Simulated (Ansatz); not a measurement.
Crystal: KBr.

```
Br K
1.0
     0.00000    3.30000    3.30000
     3.30000    0.00000    3.30000
     3.30000    3.30000    0.00000
Br K
1 1
Direct
  0.50000 0.50000 0.50000
  0.00000 0.00000 0.00000
```

* Program: Ansatz 0.2.0
* Task: single point
* Functional: PBE
* Potentials or basis: Ansatz PAW
* Cutoff: 420 eV (not typed: the program's choice for these potentials)
* k mesh: 7 × 7 × 7
* Occupations: fermi-dirac, width 0.05 eV
* Spin: no spin polarisation

On this cell: pressure 0.7 GPa; largest force zero by symmetry; band gap on the k mesh 4.44 eV, direct.

The same run follows on a disturbed copy (atoms moved at random, drawn with an rms of 0.05 Å):

```
Br K
1.0
     0.00000    3.30000    3.30000
     3.30000    0.00000    3.30000
     3.30000    3.30000    0.00000
Br K
1 1
Cartesian
  3.3323 3.3097 3.3103
  0.0259 -0.0284 0.0328
```

Problem. What does the disturbed cell give?

Solution. The energy moves by +0.6 meV/atom; pressure 0.7 GPa; largest force 0.055 eV/Å; band gap on the k mesh 4.44 eV, direct.

Forces on the atoms (eV/Å):
```
Br  -0.008 -0.047  0.027
K    0.008  0.047 -0.027
```

Caveats: odd divisions of the mesh miss points on the zone boundary, where band edges often lie, so the gap on the mesh can be too wide.

A k mesh can miss the band edges.
